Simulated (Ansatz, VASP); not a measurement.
**BaF2 (Frankdicksonite) in VASP and in Ansatz**

```
Ba F
1.0
     0.00000    3.10005    3.10005
     3.10005    0.00000    3.10005
     3.10005    3.10005    0.00000
Ba F
1 2
Cartesian
  0.0000 0.0000 0.0000
  4.6501 4.6501 4.6501
  1.5500 1.5500 1.5500
```

Alike in both runs: task single point; functional PBE; k mesh 8 × 8 × 8; occupations fermi-dirac, width 0.05 eV; no spin polarisation.

|  | VASP | Ansatz |
| --- | --- | --- |
| version | VASP 6.6.1 | Ansatz 0.2.0 |
| potentials or method | VASP PAW PBE potentials, release 64 (Ba_sv, F) | Ansatz PAW |
| plane-wave cutoff (eV) | 520 | 420 |
| valence electrons in the cell | 24 | 24 |

```csv
,VASP,Ansatz,Ansatz less VASP
gap on the k mesh at the Fermi level (eV),6.76,6.83,+0.068
least direct gap on the mesh (eV),6.84,6.93,+0.087
pressure (GPa),2.4,1.3,-1.09
```

Caveats: spin-orbit coupling is left out, which moves the levels of the heavy elements; the pressure holds a Pulay correction of +0.4 GPa for the finite cutoff (Ansatz). A k mesh can miss the band edges. A hybrid or GW would open this gap; PBE tends to underestimate it.
